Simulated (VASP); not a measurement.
# Zr (P6_3/mmc) in VASP: notebook, part 2 of 2

VASP 6.6.1. The steps go on from the part before.

## Step 3: Relaxation of cell and atoms, PBE, target pressure 5.34 GPa, at which the enthalpy is minimised

This run uses another cell than the first one, of 22.20 Å³/atom, 0.953 times its volume.

Input file INCAR:

```
SYSTEM = Zr
ALGO = Normal
EDIFF = 1E-7
EDIFFG = -0.005
ENCUT = 600
GGA = PE
IBRION = 2
ISIF = 3
ISMEAR = 1
LASPH = .TRUE.
LCHARG = .FALSE.
LREAL = .FALSE.
LWAVE = .FALSE.
NELM = 80
NSW = 90
PREC = Accurate
PSTRESS = 53.4
SIGMA = 0.1
```

Input file KPOINTS:

```
k-points
0
G
  15 15 7
  0 0 0
```

Input file POSCAR:

```
Zr                                      
1.0
    3.1721799969      0.0000000000     -0.0000000000
   -1.5860899984      2.7471884626      0.0000000000
    0.0000000000      0.0000000000      5.0938925099
  Zr            
     2
Direct
     0.3333333332999970    0.6666666667000030    0.2500000000000000
     0.6666666667000030    0.3333333332999970    0.7500000000000000
```

Potentials or basis: VASP PAW PBE potentials, release 64 (Zr_sv).

Command:

```
cat potpaw_PBE.64/Zr_sv/POTCAR > POTCAR
mpirun -np 1 vasp_std > vasp.out
```

OUTCAR:

```text
SYSTEM = Zr
   EDIFF = 1E-7
   EDIFFG = -0.005
   ENCUT = 600
   GGA = PE
   IBRION = 2
   ISIF = 3
   ISMEAR = 1
   LASPH = .TRUE.
   LREAL = .FALSE.
   NELM = 80
   NSW = 90
   PREC = Accurate
   PSTRESS = 53.4

 ion  position               nearest neighbor table
   1  0.333  0.667  0.250-   2 3.14   2 3.14   2 3.14   2 3.14   2 3.14   2 3.14
   2  0.667  0.333  0.750-   1 3.14   1 3.14   1 3.14   1 3.14   1 3.14   1 3.14

  LATTYP: Found a hexagonal cell.
 ALAT       =     3.1721799969
 C/A-ratio  =     1.6058018507

  Lattice vectors:

 A1 = (   3.1721799969,   0.0000000000,   0.0000000000)
 A2 = (  -1.5860899984,   2.7471884626,   0.0000000000)
 A3 = (   0.0000000000,   0.0000000000,   5.0938925099)

Analysis of symmetry for initial positions (statically):
=====================================================================
 Subroutine PRICEL returns:
 Original cell was already a primitive cell.

 Routine SETGRP: Setting up the symmetry group for a
 hexagonal supercell.

 Subroutine GETGRP returns: Found 24 space group operations
 (whereof 12 operations were pure point group operations)
 out of a pool of 24 trial point group operations.

The static configuration has the point symmetry D_3d.
 The point group associated with its full space group is D_6h.

Analysis of symmetry for dynamics (positions and initial velocities):
=====================================================================
 Subroutine PRICEL returns:
 Original cell was already a primitive cell.

 Routine SETGRP: Setting up the symmetry group for a
 hexagonal supercell.

 Subroutine GETGRP returns: Found 24 space group operations
 (whereof 12 operations were pure point group operations)
 out of a pool of 24 trial point group operations.

The dynamic configuration has the point symmetry D_3d.
 The point group associated with its full space group is D_6h.

 Subroutine INISYM returns: Found 24 space group operations
 (whereof 12 operations are pure point group operations),
 and found     1 'primitive' translations

----------------------------------------------------------------------------------------

                                     Primitive cell

  volume of cell :      44.3911

  direct lattice vectors                    reciprocal lattice vectors
     3.172179997  0.000000000  0.000000000     0.315240623  0.182004259  0.000000000
    -1.586089998  2.747188463  0.000000000     0.000000000  0.364008518  0.000000000
     0.000000000  0.000000000  5.093892510     0.000000000  0.000000000  0.196313526

  length of vectors
     3.172179997  3.172179997  5.093892510     0.364008518  0.364008518  0.196313526

  position of ions in fractional coordinates (direct lattice)
     0.333333333  0.666666667  0.250000000
     0.666666667  0.333333333  0.750000000

  ion indices of the primitive-cell ions
   primitive index   ion index
                 1           1
                 2           2

----------------------------------------------------------------------------------------

 KPOINTS: k-points

Automatic generation of k-mesh.
 Grid dimensions read from file:
 generate k-points for:   15   15    7

 Generating k-lattice:

  Cartesian coordinates                     Fractional coordinates (reciprocal lattice)
     0.021016042  0.012133617  0.000000000     0.066666667  0.000000000  0.000000000
     0.000000000  0.024267235  0.000000000     0.000000000  0.066666667  0.000000000
     0.000000000  0.000000000  0.028044789     0.000000000  0.000000000  0.142857143

  Length of vectors
     0.024267235  0.024267235  0.028044789

  Shift w.r.t. Gamma in fractional coordinates (k-lattice)
     0.000000000  0.000000000  0.000000000

 Subroutine IBZKPT returns following result:
 ===========================================

 Found    108 irreducible k-points:

 Following reciprocal coordinates:
            Coordinates               Weight
  0.000000  0.000000  0.000000      1.000000
  0.066667  0.000000  0.000000      6.000000
  0.133333  0.000000  0.000000      6.000000
  0.200000  0.000000  0.000000      6.000000
  0.266667  0.000000  0.000000      6.000000
  0.333333  0.000000  0.000000      6.000000
[... 16 lines left out ...]
  0.333333  0.200000  0.000000     12.000000
  0.400000  0.200000  0.000000      6.000000
 [... further k-points ...]
   k-points           NKPTS =    108   k-points in BZ     NKDIM =    108   number of bands    NBANDS=     16
   number of dos      NEDOS =    301   number of ions     NIONS =      2
   total plane-waves  NPLWV =  32928
   dimension x,y,z NGX =    28 NGY =   28 NGZ =   42
   dimension x,y,z NGXF=    56 NGYF=   56 NGZF=   84
   ions per type =               2
   NGX,Y,Z   is equivalent  to a cutoff of  14.67, 14.67, 13.71 a.u.
   NGXF,Y,Z  is equivalent  to a cutoff of  29.35, 29.35, 27.41 a.u.
 SYSTEM =  Zr
   PREC   = accura    normal or accurate (medium, high low for compatibility)
   ISTART =      0    job   : 0-new  1-cont  2-samecut
   ICHARG =      2    charge: 1-file 2-atom 10-const
   ISPIN  =      1    spin polarized calculation?
   LNONCOLLINEAR =      F non collinear calculations
   LSORBIT =      F    spin-orbit coupling
   LASPH  =      T    aspherical Exc in radial PAW
   ENCUT  =  600.0 eV  44.10 Ry    6.64 a.u.   6.34  6.34 10.17*2*pi/ulx,y,z
   NELM   =     80;   NELMIN=  2; NELMDL= -5     # of ELM steps
   EDIFF  = 0.1E-06   stopping-criterion for ELM
   LREAL  =      F    real-space projection
   EDIFFG = -.5E-02   stopping-criterion for IOM
   NSW    =     90    number of steps for IOM
   IBRION =      2    ionic relax: 0-MD 1-quasi-New 2-CG
   NFREE  =      1    steps in history (QN), initial steepest desc. (CG)
   ISIF   =      3    stress and relaxation
   ISYM   =      2    0-nonsym 1-usesym 2-fastsym
   POTIM  = 0.5000    time-step for ionic-motion
   TEBEG  =    0.0;   TEEND  =   0.0 temperature during run
   PSTRESS=   53.4 pullay stress
   NELECT =      24.0000    total number of electrons
   NUPDOWN=      -1.0000    fix difference up-down
   EMIN   =  10.00;   EMAX   =-10.00  energy-range for DOS
   EFERMI =   0.00;   METHOD = LEGACY
   ISMEAR =     1;   SIGMA  =   0.10  broadening in eV -4-tet -1-fermi 0-gaus
   EFERMI_NEDOS =   21; number of points for ismear=-14 and -15
   IALGO  =     38    algorithm
   IMIX   =      4    mixing-type and parameters
     AMIX     =   0.40;   BMIX     =  1.00
     AMIX_MAG =   1.60;   BMIX_MAG =  1.00
  volume/ion in A,a.u.               =      22.20       149.78
  Fermi-wavevector in a.u.,A,eV,Ry     =   1.333664  2.520260 24.200149  1.778661
  Thomas-Fermi vector in A             =   2.462505
   LORBIT       =      0    0 simple, 1 ext, 2 COOP (PROOUT), +10 PAW based schemes
   GGA     = PE    functional components
   LHFCALC =     F    Hartree Fock is set to
   AEXX    =    0.0000 exact exchange contribution
   IVDW    =     0    specifies the selected vdW correction
   LEPSILON=     F    determine dielectric tensor
   LRPA    =     F    only Hartree local field effects (RPA)
 conjugate gradient relaxation of ions
 non-spin polarized calculation
 Methfessel and Paxton  Order N= 1 SIGMA  =   0.10
  energy-cutoff  :      600.00
  volume of cell :       44.39
 maximum number of plane-waves:      1508
 NGX is ok and might be reduce to    28
   NGX = 13   NGY = 13   NGZ = 21

 number of electron      24.0000000 magnetization

 Free energy of the ion-electron system (eV)
  ---------------------------------------------------
  ext. energy  EPLUGINS =         0.00000000
  ---------------------------------------------------
  free energy    TOTEN  =       -17.00355673 eV

  energy without entropy =      -17.00446951  energy(sigma->0) =      -17.00386099

 E-fermi :   9.5494     XC(G=0): -11.3011

 val. band max:        9.5449567987   @ k =   0.2000   0.1333   0.4286
 cond. band min:       9.5500697949   @ k =   0.2667   0.2667   0.2857
 fundamental gap:      0.0051129962
 Fermi energy:         9.5494359476

 k-point     1 :       0.0000    0.0000    0.0000
  band No.  band energies     occupation
      1     -39.2126      2.00000
      2     -39.0301      2.00000
      3     -17.8158      2.00000
      4     -16.8073      2.00000
      5     -16.8073      2.00000
      6     -16.6634      2.00000
[... 8 lines left out ...]
     15      11.1391     -0.00000
     16      11.1391     -0.00000
[... 419 lines left out ...]
 k-point    24 :       0.4000    0.2000    0.0000
  band No.  band energies     occupation
      1     -39.0258      2.00000
      2     -38.9888      2.00000
      3     -17.5503      2.00000
      4     -17.3611      2.00000
      5     -17.2359      2.00000
      6     -17.2071      2.00000
[... 8 lines left out ...]
     15      11.2101     -0.00000
     16      13.9416      0.00000

 [... further k-points ...]
[... 5 lines left out ...]
  --------------------------------------------------------------------------------------
  -------------------------------------------------------------------------------------
  Total        1.4839918      1.4839918      1.4893261      0.0000000      0.0000000     -0.0000000
  in kB       53.5606729     53.5606729     53.7532018      0.0000000      0.0000000     -0.0000000
  external PRESSURE =       0.2248492 kB  Pullay stress =      53.4000000 kB

 VOLUME and BASIS-vectors are now :
 -----------------------------------------------------------------------------
  energy-cutoff  :      600.00
  volume of cell :       44.39
      direct lattice vectors                 reciprocal lattice vectors
     3.172179997  0.000000000  0.000000000     0.315240623  0.182004259  0.000000000
    -1.586089998  2.747188463  0.000000000     0.000000000  0.364008518  0.000000000
     0.000000000  0.000000000  5.093892510     0.000000000  0.000000000  0.196313526

 POSITION                                       TOTAL-FORCE (eV/Angst)
 -----------------------------------------------------------------------------------
     -0.00000      1.83146      1.27347         0.000000      0.000000      0.000000
      1.58609      0.91573      3.82042        -0.000000     -0.000000      0.000000
 -----------------------------------------------------------------------------------
    total drift:                               -0.000000      0.000000     -0.000000

  FREE ENERGIE OF THE ION-ELECTRON SYSTEM (eV)
  ---------------------------------------------------
  free  energy   TOTEN  =       -17.0035567295 eV

  energy  without entropy=      -17.0044695087  energy(sigma->0) =      -17.00386099

  enthalpy is  TOTEN    =       -15.5240166746 eV   P V=        1.4795400549

 reached required accuracy - stopping structural energy minimisation
```

Run time: 42 s. Hardware: 1 thread of Intel Xeon 6975P-C (Granite Rapids), shared host; peak memory 0.22 GiB.

What came out:

```
Free energy             : -17.0036 eV
Pressure after relaxing : 5.4 GPa
Band gap on the k mesh  : none (metal or under the smearing width)
```

Final structure:
```
CELL_PARAMETERS angstrom
3.17218 0.00000 0.00000
-1.58609 2.74719 0.00000
0.00000 0.00000 5.09389
ATOMIC_POSITIONS crystal
Zr 0.33333 0.66667 0.25000
Zr 0.66667 0.33333 0.75000
```

Levels at points of the mesh, in eV from the Fermi level:
| k point | band 8 | band 9 | band 10 | band 11 | band 12 | band 13 | band 14 | band 15 | band 16 |
| --- | --- | --- | --- | --- | --- | --- | --- | --- | --- |
| (0.00, 0.00, 0.00) | -26.20 | -5.75 | -3.18 | 0.87 | 0.87 | 0.94 | 1.28 | 1.59 | 1.59 |

Caveat: the relaxation stopped at its first step, so nothing moved; the cell is relaxed towards a set pressure, so the enthalpy falls and the energy may rise.

## Step 4: Relaxation of cell and atoms, r2SCAN

Input file INCAR:

```
SYSTEM = Zr
PREC     = Accurate       ! precision mode
ENCUT    = 600            ! plane-wave cutoff, eV
EDIFF    = 1E-6           ! SCF threshold, eV
ISMEAR   = 1              ! smearing method
SIGMA    = 0.1            ! smearing width, eV
LREAL    = .FALSE.        ! projectors in reciprocal space
LASPH    = .TRUE.         ! aspherical terms in the spheres
NELM     = 80             ! most SCF steps
ALGO     = Normal         ! electronic algorithm
ISIF     = 3              ! what is computed and relaxed
LWAVE    = .FALSE.        ! write WAVECAR
LCHARG   = .FALSE.        ! write CHGCAR
METAGGA  = R2SCAN         ! meta-GGA
LMIXTAU  = .TRUE.       
IBRION   = 2              ! ionic algorithm
NSW      = 90             ! ionic steps
EDIFFG   = -0.01          ! ionic threshold
```

Input file KPOINTS:

```
regular mesh
0
G
  15 15 7
  0 0 0
```

Input file POSCAR:

```
Zr
1.0
    3.2320000000      0.0000000000      0.0000000000
   -1.6160000000      2.7989941050      0.0000000000
    0.0000000000      0.0000000000      5.1470000000
Zr
2
Direct
    0.3333333333      0.6666666667      0.2500000000
    0.6666666667      0.3333333333      0.7500000000
```

Command:

```
cat potpaw_PBE.64/Zr_sv/POTCAR > POTCAR
mpirun -np 1 vasp_std > vasp.out
```

Wall time 14 min (1 thread of Intel Xeon Platinum 8559C (Emerald Rapids), shared host); peak memory 0.25 GiB.

The run converged. Its results:

```yaml
Free_energy: -45.4997 eV
Relaxed_volume: 23.49 Å³/atom
Relaxed_cell: a = 3.245 Å, b = 3.245 Å, c = 5.152 Å, α = 90.00°, β = 90.00°, γ = 120.00°
Space_group_after_relaxing_to_0.05_Å: P6_3/mmc (No. 194)
Energy_gained_by_relaxing: 0.6 meV/atom
Ionic_steps: 5
Pressure_after_relaxing: 0.0 GPa
Band_gap_on_the_k_mesh: none (metal or under the smearing width)
```

Stress tensor (GPa, compression positive):
```
 0.04  0.00  0.00
 0.00  0.04  0.00
 0.00  0.00 -0.07
```

Step by step:
| step | energy change (eV) | largest force (eV/Å) | pressure (GPa) | volume (Å³) |
| --- | --- | --- | --- | --- |
| 1 | 0.0000 | 0.0000 | 0.87 | 46.56 |
| 2 | 0.0000 | 0.0000 | -0.88 | 47.42 |
| 3 | -0.0012 | 0.0000 | -0.04 | 46.99 |
| 4 | -0.0012 | 0.0000 | -0.01 | 46.98 |
| 5 | -0.0012 | 0.0000 | 0.00 | 46.98 |

Final structure:
```xyz
2
Lattice="3.2447 0.0000 0.0000 -1.6224 2.8100 0.0000 0.0000 0.0000 5.1522" Properties=species:S:1:pos:R:3 pbc="T T T"
Zr    0.0000    1.8733    1.2880
Zr    1.6224    0.9367    3.8641
```

Levels at points of the mesh, in eV from the Fermi level:
| k point | band 10 | band 11 | band 12 | band 13 | band 14 | band 15 |
| --- | --- | --- | --- | --- | --- | --- |
| (0.00, 0.00, 0.00) | -3.18 | 0.96 | 0.96 | 1.01 | 1.15 | 1.71 |

Caveat: the PAW data sets were made with another functional, which shifts forces and pressure a little.

## Step 5: Relaxation of cell and atoms, r2SCAN

This run uses another cell than the first one, of 23.49 Å³/atom, 1.009 times its volume.

INCAR: that of step 4 with these lines changed.

```diff
@@ -3,3 +3,3 @@
 ENCUT    = 600            ! plane-wave cutoff, eV
-EDIFF    = 1E-6           ! SCF threshold, eV
+EDIFF    = 1E-7           ! SCF threshold, eV
 ISMEAR   = 1              ! smearing method
@@ -17,2 +17,2 @@
 NSW      = 90             ! ionic steps
-EDIFFG   = -0.01          ! ionic threshold
+EDIFFG   = -0.005         ! ionic threshold
```

KPOINTS is that of step 4.

Input file POSCAR:

```
Zr                                      
1.0
    3.2447307677     -0.0000000000      0.0000000000
   -1.6223653838      2.8100192732     -0.0000000000
   -0.0000000000      0.0000000000      5.1521592502
  Zr            
     2
Direct
     0.3333333332999970    0.6666666667000030    0.2500000000000000
     0.6666666667000030    0.3333333332999970    0.7500000000000000
```

Command:

```
cat potpaw_PBE.64/Zr_sv/POTCAR > POTCAR
mpirun -np 1 vasp_std > vasp.out
```

Run time: 9 min. Hardware: 1 thread of Intel Xeon Platinum 8559C (Emerald Rapids), shared host; peak memory 0.24 GiB.

The run converged. Its results:

```
Free energy                            : -45.4998 eV
Relaxed volume                         : 23.49 Å³/atom
Relaxed cell                           : a = 3.246 Å, b = 3.246 Å, c = 5.150 Å, α = 90.00°, β = 90.00°, γ = 120.00°
Space group after relaxing (to 0.05 Å) : P6_3/mmc (No. 194)
Energy gained by relaxing              : 0.0 meV/atom
Ionic steps                            : 2
Pressure after relaxing                : 0.0 GPa
Band gap on the k mesh                 : none (metal or under the smearing width)
```

Final structure:
```cif
data_structure
_symmetry_space_group_name_H-M 'P 1'
_symmetry_Int_Tables_number 1
_cell_length_a 3.2456
_cell_length_b 3.2456
_cell_length_c 5.1503
_cell_angle_alpha 90.000
_cell_angle_beta 90.000
_cell_angle_gamma 120.000
_cell_volume 46.98
loop_
_atom_site_label
_atom_site_type_symbol
_atom_site_fract_x
_atom_site_fract_y
_atom_site_fract_z
_atom_site_occupancy
Zr1 Zr 0.33333 0.66667 0.25000 1
Zr2 Zr 0.66667 0.33333 0.75000 1
```

Levels at points of the mesh, in eV from the Fermi level:
| k point | band 9 | band 10 | band 11 | band 12 | band 13 | band 14 | band 15 | band 16 |
| --- | --- | --- | --- | --- | --- | --- | --- | --- |
| (0.00, 0.00, 0.00) | -6.00 | -3.18 | 0.96 | 0.96 | 1.02 | 1.16 | 1.71 | 1.71 |

Caveat: the PAW data sets were made with another functional, which shifts forces and pressure a little.
